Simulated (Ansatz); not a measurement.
Relaxed structure of I2 on the (111) surface of Rh, one molecule per 24.9 Å² (the molecule's atoms stand last):

```yaml
crystal:
  lattice:
    - [5.36480, 0.00000, 0.00000]
    - [-2.68240, 4.64605, 0.00000]
    - [0.00000, 0.00000, 24.13484]
  atoms:
    - { symbol: Rh, position: [0.33333, 0.16667, 0.33147] }
    - { symbol: Rh, position: [0.33333, 0.66667, 0.33147] }
    - { symbol: Rh, position: [0.83333, 0.16667, 0.33147] }
    - { symbol: Rh, position: [0.83333, 0.66667, 0.33147] }
    - { symbol: Rh, position: [0.66670, 0.33344, 0.42232] }
    - { symbol: Rh, position: [0.66922, 0.83470, 0.42103] }
    - { symbol: Rh, position: [0.16543, 0.33090, 0.42103] }
    - { symbol: Rh, position: [0.16545, 0.83469, 0.42104] }
    - { symbol: Rh, position: [0.99573, 0.49797, 0.50956] }
    - { symbol: Rh, position: [0.00009, 0.00025, 0.51678] }
    - { symbol: Rh, position: [0.50223, 0.49794, 0.50956] }
    - { symbol: Rh, position: [0.50211, 0.00425, 0.50957] }
    - { symbol: I, position: [0.33327, 0.66650, 0.59507] }
    - { symbol: I, position: [0.99990, 0.99988, 0.63377] }
```

All numbers below come from Ansatz, DFT PBE+D3(BJ), scalar-relativistic, plane waves, PAW. Plane waves to 420 eV, a k mesh through Γ of 4×4×1 on the computed 14-atom cell and Gaussian smearing (0.10 eV); no spin polarisation. The cell repeats along c with a dipole correction in the vacuum.

The slab and the molecular layer are also computed alone at these places.

(1) How does the adsorption energy per molecule split into interaction and deformation?

(2) How much charge moves across the plane at z = 13.42 Å, midway between slab and molecule?

(3) How does the density difference (whole less rigid parts, positive where electrons gather), summed over the plane, run along c?

Spin polarisation was left out, and a magnetic state may lie lower.

## Answers

(1) E_ads = -3.324 eV: interaction of the rigid parts -3.884 eV, deformation of the slab +0.125 eV, deformation of the molecule with its lateral interactions +0.434 eV.

(2) About 0.03 electrons a cell move up to the molecule; half the integral of |Δρ| is 1.13 e.

(3)
```json
{"z (Å)": "6.11", "Δρ (e/Å)": "-0.012"}
{"z (Å)": "6.26", "Δρ (e/Å)": "-0.014"}
{"z (Å)": "6.41", "Δρ (e/Å)": "-0.015"}
{"z (Å)": "6.56", "Δρ (e/Å)": "-0.014"}
{"z (Å)": "6.85", "Δρ (e/Å)": "-0.002"}
{"z (Å)": "7.00", "Δρ (e/Å)": "0.011"}
{"z (Å)": "7.15", "Δρ (e/Å)": "0.027"}
{"z (Å)": "7.30", "Δρ (e/Å)": "0.042"}
{"z (Å)": "7.45", "Δρ (e/Å)": "0.048"}
{"z (Å)": "7.60", "Δρ (e/Å)": "0.038"}
{"z (Å)": "7.75", "Δρ (e/Å)": "0.000"}
{"z (Å)": "7.90", "Δρ (e/Å)": "-0.050"}
{"z (Å)": "8.19", "Δρ (e/Å)": "-0.007"}
{"z (Å)": "8.34", "Δρ (e/Å)": "0.020"}
{"z (Å)": "8.49", "Δρ (e/Å)": "0.024"}
{"z (Å)": "8.64", "Δρ (e/Å)": "0.024"}
{"z (Å)": "8.79", "Δρ (e/Å)": "0.022"}
{"z (Å)": "8.94", "Δρ (e/Å)": "0.016"}
{"z (Å)": "9.09", "Δρ (e/Å)": "0.007"}
{"z (Å)": "9.24", "Δρ (e/Å)": "-0.003"}
{"z (Å)": "9.53", "Δρ (e/Å)": "-0.013"}
{"z (Å)": "9.68", "Δρ (e/Å)": "0.009"}
{"z (Å)": "9.83", "Δρ (e/Å)": "0.051"}
{"z (Å)": "9.98", "Δρ (e/Å)": "0.007"}
{"z (Å)": "10.13", "Δρ (e/Å)": "-0.134"}
{"z (Å)": "10.28", "Δρ (e/Å)": "-0.127"}
{"z (Å)": "10.43", "Δρ (e/Å)": "0.033"}
{"z (Å)": "10.73", "Δρ (e/Å)": "0.128"}
{"z (Å)": "10.88", "Δρ (e/Å)": "0.097"}
{"z (Å)": "11.02", "Δρ (e/Å)": "0.042"}
{"z (Å)": "11.17", "Δρ (e/Å)": "-0.029"}
{"z (Å)": "11.32", "Δρ (e/Å)": "-0.097"}
{"z (Å)": "11.47", "Δρ (e/Å)": "-0.138"}
{"z (Å)": "11.62", "Δρ (e/Å)": "-0.120"}
{"z (Å)": "11.77", "Δρ (e/Å)": "-0.039"}
{"z (Å)": "12.07", "Δρ (e/Å)": "0.102"}
{"z (Å)": "12.22", "Δρ (e/Å)": "0.017"}
{"z (Å)": "12.37", "Δρ (e/Å)": "-0.086"}
{"z (Å)": "12.51", "Δρ (e/Å)": "-0.078"}
{"z (Å)": "12.66", "Δρ (e/Å)": "-0.043"}
{"z (Å)": "12.81", "Δρ (e/Å)": "-0.103"}
{"z (Å)": "12.96", "Δρ (e/Å)": "-0.127"}
{"z (Å)": "13.11", "Δρ (e/Å)": "-0.033"}
{"z (Å)": "13.41", "Δρ (e/Å)": "0.176"}
{"z (Å)": "13.56", "Δρ (e/Å)": "0.199"}
{"z (Å)": "13.71", "Δρ (e/Å)": "0.174"}
{"z (Å)": "13.86", "Δρ (e/Å)": "0.136"}
{"z (Å)": "14.00", "Δρ (e/Å)": "0.105"}
{"z (Å)": "14.15", "Δρ (e/Å)": "0.055"}
{"z (Å)": "14.30", "Δρ (e/Å)": "-0.038"}
{"z (Å)": "14.60", "Δρ (e/Å)": "-0.215"}
{"z (Å)": "14.75", "Δρ (e/Å)": "-0.197"}
{"z (Å)": "14.90", "Δρ (e/Å)": "-0.109"}
{"z (Å)": "15.05", "Δρ (e/Å)": "0.004"}
{"z (Å)": "15.20", "Δρ (e/Å)": "0.091"}
{"z (Å)": "15.34", "Δρ (e/Å)": "0.123"}
{"z (Å)": "15.49", "Δρ (e/Å)": "0.106"}
{"z (Å)": "15.64", "Δρ (e/Å)": "0.086"}
{"z (Å)": "15.94", "Δρ (e/Å)": "0.043"}
{"z (Å)": "16.09", "Δρ (e/Å)": "-0.004"}
{"z (Å)": "16.24", "Δρ (e/Å)": "-0.039"}
{"z (Å)": "16.39", "Δρ (e/Å)": "-0.053"}
{"z (Å)": "16.54", "Δρ (e/Å)": "-0.051"}
{"z (Å)": "16.69", "Δρ (e/Å)": "-0.043"}
{"z (Å)": "16.83", "Δρ (e/Å)": "-0.034"}
{"z (Å)": "16.98", "Δρ (e/Å)": "-0.026"}
{"z (Å)": "17.28", "Δρ (e/Å)": "-0.013"}
{"z (Å)": "17.43", "Δρ (e/Å)": "-0.009"}
{"z (Å)": "17.58", "Δρ (e/Å)": "-0.006"}
{"z (Å)": "17.73", "Δρ (e/Å)": "-0.004"}
```